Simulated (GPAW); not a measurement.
# Au (Im-3m) in GPAW: single point with PBE

Aim: the single point of Au with PBE.

Program: GPAW 26.7.0. These are calculated values, not measurements. Logs are shortened: lines on timing, memory, paths and dates and some standing lists are left out, and cuts for length are marked. The log counts tension as positive stress, the text compression.

## 1. Starting point

It takes space group Im-3m (No. 229, cubic). Conventional cell: a = 3.315 Å, b = 3.315 Å, c = 3.315 Å, α = 90.00°, β = 90.00°, γ = 90.00°. Around Au (site symmetry m-3m) lie 8 Au at 2.87 Å.

This isn't the form of Au at room conditions, which is fcc.

## 2. Single point, PBE

The input, POSCAR:

```
Au
1.0
   -1.6572690000      1.6572690000      1.6572690000
    1.6572690000     -1.6572690000      1.6572690000
    1.6572690000      1.6572690000     -1.6572690000
Au
1
Direct
    0.0000000000      0.0000000000      0.0000000000
```

Potentials or basis: GPAW PAW data sets (gpaw-data 1.2.1), pw.

On the command line:

```sh
$ OMP_NUM_THREADS=1 gpaw run POSCAR -p 'mode=PW(600),xc=PBE,kpts={size:(11,11,11),gamma:True},occupations={name:fermi-dirac,width:0.05},nbands=14,convergence={density:1e-05,energy:1e-05},maxiter=150,txt=gpaw.txt' --properties efs -w gs.gpw
```

The program printed:

```text
__  _  _
 | _ |_)|_||  |
 |__||  | ||/\| - 26.7.0

Input parameters:
  mode=PW(ecut=600.0),
  convergence={'density': 1e-05, 'energy': 1e-05},
  kpts=MonkhorstPack(size=[11, 11, 11], gamma=True),
  maxiter=150,
  nbands=14,
  occupations=Occupations(name='fermi-dirac', width=0.05),
  xc=XC(name='PBE')

Diagonalizing LCAO Hamiltonian
Converting LCAO to pw mode

       Au

Atoms  # Å, Bohr magnetons
|   | symbol |        x |        y |        z |    initial magnetic moments |
|---|--------|----------|----------|----------|-----------------------------|
| 0 |     Au | 0.000000 | 0.000000 | 0.000000 | ( 0.0000,  0.0000,  0.0000) |

Unit cell  # Å
| periodic |         x |         y |         z |  lengths |     angles |
|----------|-----------|-----------|-----------|----------|------------|
|      yes | -1.657269 |  1.657269 |  1.657269 | 2.870474 | 109.471221 |
|      yes |  1.657269 | -1.657269 |  1.657269 | 2.870474 | 109.471221 |
|      yes |  1.657269 |  1.657269 | -1.657269 | 2.870474 | 109.471221 |

Number of symmetries: 48
Symmetry operations  # r_c * U_cc + t_c -> r_c
|    | kind |            matrix            |
|----|------|------------------------------|
|  0 |  σ   |  1, 1, 1,  0, 0,-1,  0,-1, 0 |
|  1 |  C4  |  1, 1, 1,  0, 0,-1, -1, 0, 0 |
|  2 |  C2  |  1, 1, 1,  0,-1, 0,  0, 0,-1 |
|  3 |  S6  |  1, 1, 1,  0,-1, 0, -1, 0, 0 |
|  4 |  S6  |  1, 1, 1, -1, 0, 0,  0, 0,-1 |
|  5 |  C4  |  1, 1, 1, -1, 0, 0,  0,-1, 0 |
|  6 |  E   |  1, 0, 0,  0, 1, 0,  0, 0, 1 |
|  7 |  σ   |  1, 0, 0,  0, 1, 0, -1,-1,-1 |
|  8 |  σ   |  1, 0, 0,  0, 0, 1,  0, 1, 0 |
|  9 |  C3  |  1, 0, 0,  0, 0, 1, -1,-1,-1 |
| 10 |  C3  |  1, 0, 0, -1,-1,-1,  0, 1, 0 |
| 11 |  σ   |  1, 0, 0, -1,-1,-1,  0, 0, 1 |
| 12 |  σ   |  0, 1, 0,  1, 0, 0,  0, 0, 1 |
| 13 |  C2  |  0, 1, 0,  1, 0, 0, -1,-1,-1 |
| 14 |  C3  |  0, 1, 0,  0, 0, 1,  1, 0, 0 |
| 15 |  S4  |  0, 1, 0,  0, 0, 1, -1,-1,-1 |
| 16 |  S4  |  0, 1, 0, -1,-1,-1,  1, 0, 0 |
| 17 |  C3  |  0, 1, 0, -1,-1,-1,  0, 0, 1 |
| 18 |  C3  |  0, 0, 1,  1, 0, 0,  0, 1, 0 |
| 19 |  S4  |  0, 0, 1,  1, 0, 0, -1,-1,-1 |
| 20 |  σ   |  0, 0, 1,  0, 1, 0,  1, 0, 0 |
| 21 |  C3  |  0, 0, 1,  0, 1, 0, -1,-1,-1 |
| 22 |  C2  |  0, 0, 1, -1,-1,-1,  1, 0, 0 |
| 23 |  S4  |  0, 0, 1, -1,-1,-1,  0, 1, 0 |
| 24 |  C4  |  0, 0,-1,  1, 1, 1,  0,-1, 0 |
| 25 |  σ   |  0, 0,-1,  1, 1, 1, -1, 0, 0 |
| 26 |  S6  |  0, 0,-1,  0,-1, 0,  1, 1, 1 |
| 27 |  C2  |  0, 0,-1,  0,-1, 0, -1, 0, 0 |
| 28 |  C4  |  0, 0,-1, -1, 0, 0,  1, 1, 1 |
| 29 |  S6  |  0, 0,-1, -1, 0, 0,  0,-1, 0 |
| 30 |  S6  |  0,-1, 0,  1, 1, 1,  0, 0,-1 |
| 31 |  C4  |  0,-1, 0,  1, 1, 1, -1, 0, 0 |
| 32 |  C4  |  0,-1, 0,  0, 0,-1,  1, 1, 1 |
| 33 |  S6  |  0,-1, 0,  0, 0,-1, -1, 0, 0 |
| 34 |  σ   |  0,-1, 0, -1, 0, 0,  1, 1, 1 |
| 35 |  C2  |  0,-1, 0, -1, 0, 0,  0, 0,-1 |
| 36 |  C2  | -1, 0, 0,  1, 1, 1,  0, 0,-1 |
| 37 |  S6  | -1, 0, 0,  1, 1, 1,  0,-1, 0 |
| 38 |  S6  | -1, 0, 0,  0, 0,-1,  1, 1, 1 |
| 39 |  C2  | -1, 0, 0,  0, 0,-1,  0,-1, 0 |
| 40 |  C2  | -1, 0, 0,  0,-1, 0,  1, 1, 1 |
| 41 |  i   | -1, 0, 0,  0,-1, 0,  0, 0,-1 |
| 42 |  S4  | -1,-1,-1,  1, 0, 0,  0, 1, 0 |
| 43 |  C3  | -1,-1,-1,  1, 0, 0,  0, 0, 1 |
| 44 |  C3  | -1,-1,-1,  0, 1, 0,  1, 0, 0 |
| 45 |  σ   | -1,-1,-1,  0, 1, 0,  0, 0, 1 |
| 46 |  S4  | -1,-1,-1,  0, 0, 1,  1, 0, 0 |
| 47 |  C2  | -1,-1,-1,  0, 0, 1,  0, 1, 0 |

BZ-sampling:
  Number of BZ points: 1331
  Number of IBZ points: 56

  Monkhorst-Pack size: [11, 11, 11]
  Monkhorst-Pack shift: [0, 0, 0]

K-points  # in reciprocal-cell coordinates
|     |                                coordinates |     weight |
|-----|--------------------------------------------|------------|
|   0 | (  0.00000000,   0.00000000,   0.00000000) | 0.00075131 |
|   1 | (  0.09090909,   0.00000000,   0.00000000) | 0.00901578 |
|   2 | (  0.09090909,   0.09090909,  -0.09090909) | 0.00450789 |
|   3 | (  0.18181818,   0.00000000,  -0.09090909) | 0.01803156 |
|   4 | (  0.18181818,   0.00000000,   0.00000000) | 0.00901578 |
|   5 | (  0.18181818,   0.09090909,  -0.09090909) | 0.01803156 |
|   6 | (  0.18181818,   0.18181818,  -0.18181818) | 0.00450789 |
|   7 | (  0.27272727,  -0.09090909,  -0.09090909) | 0.00601052 |
|   8 | (  0.27272727,   0.00000000,  -0.09090909) | 0.03606311 |
|   9 | (  0.27272727,   0.00000000,   0.00000000) | 0.00901578 |
| ... |                                            |            |
|  55 | (  0.45454545,   0.45454545,   0.45454545) | 0.00601052 |

Plane wave coefficients: 621
Cutoff: 600.0 eV

Spin-components: 1 (collinear spins)
Bands:           14
Projectors:      6
Spin-degeneracy: 2
Datatype:        complex128

Parallelization:
  kpt:    1
  domain: 1
  band:   1

Density:
  Valence electrons: 11.0
  Components: 1
  Grid points: [18 18 18]
  Charge: 0.0  # |e|

Potential:
  Grid points: [18 18 18]

species:
  Au:
    name:    Gold
    Z:       79.0
    valence: 11
    core:    68
    charge:  0.0  # [|e|]
    compensation charges:
      type: gauss
      rc: 0.42  # [Å]
      lmax: 2
    cutoffs:
      filter: 2.33  # [Å]
      core: 2.81  # [Å]
    projectors
    | kind |    occ | energy [eV] | rcut [Å] |
    |------|--------|-------------|----------|
    |   6s |  1.000 |      -5.728 |    1.323 |
    |   6p |  0.000 |      -0.775 |    1.323 |
    |   5d | 10.000 |      -6.891 |    1.323 |
    |    s |        |      21.484 |    1.323 |
    |    p |        |      26.436 |    1.323 |
    |    d |        |      20.321 |    1.323 |

    Using partial waves for Au as LCAO basis

Reference energy: -516598.271109  # eV

eigensolver:
  PPCG
  Converge bands: occupied
  niter=2

density mixing:
  MSR1-Mixer
  Pratt-step length: 0.05
  Maximum mixing coefficient: 0.75
  Old densities: 10
  SVD Regularization: 0.005
  Good broyden scale: 1.0
  Trust region scale: 1.0
  Backstep threshold: 4.0
  History deletion threshold: 6.0
  Fourier metric: weight=20.0, sigma=0.015

occupation numbers:
  Fermi-Dirac:
    width: 0.0500  # eV

poisson solver:
  ecut: 4800.0  # eV

xc functional:
  name: PBE with 2 nearest neighbor stencil

convergence criteria:
- Maximum integral of absolute [dens]ity change: 1e-05 electrons / valence electron
- Maximum [total energy] change in last 3 cyles: 1e-05 eV / valence electron
- Maximum integral of absolute [eigenst]ate change: 4e-08 eV^2 / valence electron
maximum number of iterations: 150

SCF iterations
|iter     | |      energy | eigst |  dens |
|---------|-|-------------|-------|-------|
|iter:   1| |   -3.420210 | -0.47 |       |
|iter:   2| |   -3.359017 | -2.84 | -1.09 |
|iter:   3| |   -3.137624 | -2.19 | -1.14 |
|iter:   4| |   -3.135715 | -4.62 | -2.07 |
|iter:   5| |   -3.135115 | -4.42 | -2.35 |
|iter:   6| |   -3.135113 | -6.53 | -3.83 |
|iter:   7| |   -3.135113c| -7.43c| -4.10 |
|iter:   8| |   -3.135113c| -9.04c| -5.43c|

Converged in 8 steps
Energy contributions relative to reference atoms: (reference = -516598.271109)

Energy contributions:
  Kinetic:          -9.467333
  Coulomb:           7.657292
  Zero:              0.137943
  External:          0.000000
  Xc:               -1.460043
  Entropy:          -0.005945
  Spinorbit:         0.000000
  ----------------------------
  Free energy:      -3.138085
  Extrapolated:     -3.135113

dipole moment: (-5.654593, -5.654593, -5.654593)  # |e|*Ang

Fermi level: 8.764
Eigenvalues  # (at kpt = [0.000, 0.000, 0.000])
| band index |      eig [eV] | occ [0-2] |
|------------|---------------|-----------|
|          0 |        -0.284 |     2.000 |
|          1 |         4.356 |     2.000 |
|          2 |         4.356 |     2.000 |
|          3 |         4.356 |     2.000 |
|          4 |         6.081 |     2.000 |
|          5 |         6.081 |     2.000 |
|          6 |        26.504 |     0.000 |
|          7 |        26.504 |     0.000 |
|          8 |        26.504 |     0.000 |
|          9 |        32.289 |     0.000 |
|         10 |        32.289 |     0.000 |
|         11 |        32.289 |     0.000 |
|         12 |        33.220 |     0.000 |
|         13 |        33.220 |     0.000 |

No gap
No difference between direct/indirect transitions

Forces  # eV/Ang
|        x |        y |        z |
|----------|----------|----------|
| -0.00000 | -0.00000 | -0.00000 |  # Au   0

Stress tensor  # eV/Ang^3
|         x |         y |         z |
|-----------|-----------|-----------|
| -0.005488 |  0.000000 | -0.000000 |
|  0.000000 | -0.005488 |  0.000000 |
| -0.000000 |  0.000000 | -0.005488 |

# Writing to gs.gpw (mode='')
```

It took 12 s on 1 thread of Arm Neoverse V1, shared host; peak memory 0.14 GiB.

What came out:

```
Free energy            : -3.1381 eV
Pressure               : 0.9 GPa
Band gap on the k mesh : none (metal or under the smearing width)
```

Caveat: with this Au data set, volumes or pressures lay over 1.5 % or 2 GPa off other programs in two to four cells of ten. The run has no spin-orbit coupling, so splittings on Au are missing.
